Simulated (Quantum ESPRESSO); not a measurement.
# NaI (Fm-3m): a worked LO-TO splitting

Wanted: the LO mode of NaI (Fm-3m) from the TO mode and the field response.

Program: Quantum ESPRESSO 7.5. Level of theory: DFT LDA, scalar-relativistic, plane waves, PseudoDojo norm-conserving pseudopotentials. Results are calculated unless marked as measured.

### Step 1. Set-up

It takes space group Fm-3m (No. 225, cubic). Conventional cell: a = 6.263 Å, b = 6.263 Å, c = 6.263 Å, α = 90.00°, β = 90.00°, γ = 90.00°. Nearest to Na lie 6 I at 3.13 Å. I has 6 Na at 3.13 Å nearest. Farther neighbours and most contacts between anions are not listed.

Coordinates:

```
CELL_PARAMETERS angstrom
0.00000 3.13154 3.13154
3.13154 0.00000 3.13154
3.13154 3.13154 0.00000
ATOMIC_POSITIONS crystal
Na 0.00000 0.00000 0.00000
I 0.50000 0.50000 0.50000
```

This is the cell after its relaxation at this level of theory, not the database cell from which that began.

### Step 2. What the response run gave

A linear-response run on the relaxed cell, with the response to an electric field; only its zone-centre results are used. Cutoff 88 Ry, k mesh 6×6×6.

The program printed:

```text
[banners, grids, parts of the stress and lines that vanish by symmetry left out]
Program PHONON v.7.5
     Reading xml data from directory:

[...]
Exchange-correlation= PW
                           (   1   4   0   0   0   0   0)
[...]
kinetic-energy cut-off    =      88.0000  Ry
     charge density cut-off    =     352.0000  Ry
     convergence threshold     =      1.0E-18
[...]
Exchange-correlation= PW
                           (   1   4   0   0   0   0   0)
[...]
q = (   0.0000000   0.0000000   0.0000000 )
     49 Sym.Ops. (with q -> -q+G )
     G cutoff =  624.4931  (  45911 G-vectors)     FFT grid: ( 50, 50, 50)
     number of k points=    16
[...]
Mode symmetry, O_h (m-3m)  point group:
[...]
Dielectric constant
[...]
End of electric fields calculation
          Dielectric constant in cartesian axis
          (       3.670238135      -0.000000000       0.000000000 )
          (      -0.000000000       3.670238135      -0.000000000 )
          (       0.000000000      -0.000000000       3.670238135 )
          Effective charges (d Force / dE) in cartesian axis without acoustic sum rule applied (asr)
           atom    1  Na    Mean Z*:        1.16737
      Ex  (        1.16737       -0.00000       -0.00000 )
      Ey  (       -0.00000        1.16737        0.00000 )
      Ez  (       -0.00000        0.00000        1.16737 )
           atom    2  I     Mean Z*:       -1.17944
      Ex  (       -1.17944        0.00000        0.00000 )
      Ey  (        0.00000       -1.17944        0.00000 )
      Ez  (        0.00000        0.00000       -1.17944 )
          Effective charges Sum: Mean:       -0.01207
[...]
Effective charges (d Force / dE) in cartesian axis with asr applied:
           atom    1  Na    Mean Z*:        1.17341
[...]
atom    2  I     Mean Z*:       -1.17341
[...]
Representation #   1 modes #   1   2   3
[...]
End of self-consistent calculation
     Convergence has been achieved
     Representation #   2 modes #   4   5   6
[...]
End of self-consistent calculation
     Convergence has been achieved
[...]
Dielectric constant in cartesian axis
          (       3.670238135      -0.000000000       0.000000000 )
          (      -0.000000000       3.670238135      -0.000000000 )
          (       0.000000000      -0.000000000       3.670238135 )
          Effective charges (d Force / dE) in cartesian axis without acoustic sum rule applied (asr)
           atom    1  Na    Mean Z*:        1.16737
      Ex  (        1.16737       -0.00000       -0.00000 )
      Ey  (       -0.00000        1.16737        0.00000 )
      Ez  (       -0.00000        0.00000        1.16737 )
           atom    2  I     Mean Z*:       -1.17944
      Ex  (       -1.17944        0.00000        0.00000 )
      Ey  (        0.00000       -1.17944        0.00000 )
      Ez  (        0.00000        0.00000       -1.17944 )
          Effective charges Sum: Mean:       -0.01207
[...]
Effective charges (d Force / dE) in cartesian axis with asr applied:
           atom    1  Na    Mean Z*:        1.17341
[...]
atom    2  I     Mean Z*:       -1.17341
[...]
q = (    0.000000000   0.000000000   0.000000000 )
[...]
freq (    1) =       0.111132 [THz] =       3.706971 [cm-1]
     freq (    2) =       0.111132 [THz] =       3.706971 [cm-1]
     freq (    3) =       0.111132 [THz] =       3.706971 [cm-1]
     freq (    4) =       3.911723 [THz] =     130.481041 [cm-1]
     freq (    5) =       3.911723 [THz] =     130.481041 [cm-1]
     freq (    6) =       3.911723 [THz] =     130.481041 [cm-1]
[...]
Mode symmetry, O_h (m-3m)  point group:
     freq (   1-   3) =          3.7  [cm-1]   --> T_1u G_15  G_4- I
     freq (   4-   6) =        130.5  [cm-1]   --> T_1u G_15  G_4- I

   JOB DONE.
```

```
                       quantity    value
             cell volume Ω (Å³)   61.419
                 mass of Na (u)   22.990
                  mass of I (u)  126.904
     Born charge of Na, raw (e)    1.167
      Born charge of I, raw (e)   -1.179
                             ε∞    3.670
ω(TO) after the sum rule (cm⁻¹)    130.2
```

### Step 3. The calculation

The charges must sum to zero over the cell; taking off their mean, -0.006 e, leaves Z* = 1.173 e on Na. In the polar mode Na moves against I, so the reduced mass is μ = 22.99 × 126.90 / 149.89 = 19.464 u.

A longitudinal wave builds up a field that adds to the restoring force: ω(LO)² = ω(TO)² + 4π Z*² / (μ Ω ε∞), in Hartree atomic units. With μ = 35480 electron masses and Ω = 414.48 bohr³ the second term is 3.2057e-07 Ha², or 15442 cm⁻² (1 Ha = 219474.6 cm⁻¹).

So ω(LO) = √(16949 + 15442) = 180.0 cm⁻¹, and by the Lyddane-Sachs-Teller relation ε₀ = ε∞ (ω(LO)/ω(TO))² = 7.01.

### Step 4. Check against the program

The analysis program adds the same non-analytic term to the full matrix, here for q along (1 0 0).

The program printed:

```text
[banner, memory and clock lines left out]
Program DYNMAT v.7.5

     Reading Dynamical Matrix from file g.dyn
     ...Force constants read
     ...epsilon and Z* read

     Polarizability (A^3 units)
     multiply by 0.529078 for Clausius-Mossotti correction
        13.051056   -0.000000    0.000000
        -0.000000   13.051056   -0.000000
         0.000000   -0.000000   13.051056

     IR activities are in (D/A)^2/amu units

# mode   [cm-1]    [THz]      IR
    1     -0.00   -0.0000    0.0000
    2     -0.00   -0.0000    0.0000
    3     -0.00   -0.0000    0.0000
    4    130.19    3.9030    1.6321
    5    130.19    3.9030    1.6321
    6    179.97    5.3955    1.6321
```

ε₀ comes from the program's run without a direction of q.

```
    quantity  by hand  program
ω(LO) (cm⁻¹)    180.0    180.0
          ε₀     7.01     7.01
```

### Step 5. Results

```json
{"TO mode": "130.2 cm⁻¹", "LO mode": "180.0 cm⁻¹", "static dielectric constant": "7.014"}
```

**Reading.** The LO mode of NaI (Fm-3m) lies at 180 cm⁻¹, 50 cm⁻¹ above the TO mode; the formula meets the program within 0.1 cm⁻¹, as it must for a cubic crystal with one polar mode. ω(LO)² − ω(TO)² goes with Z*²/ε∞: an error of 5 % in ε∞ would move the LO mode by 2.1 cm⁻¹, and semilocal functionals tend to overestimate ε∞. These are harmonic values at zero temperature, at the volume of this functional, for the structure held cubic; stability elsewhere in the zone is no part of this calculation.

[Host names and launcher messages were left out of these logs when they were recorded.]

[Logs are printed without paths, hosts, clocks, repeated set-up lines and the standing remarks that a program may print on its own settings, such as how far it seeks lower states.]

[Hosts, paths, dates, database ids (printed as entryN), source tags and the programs' standing remarks are cut or masked in the printed files.]
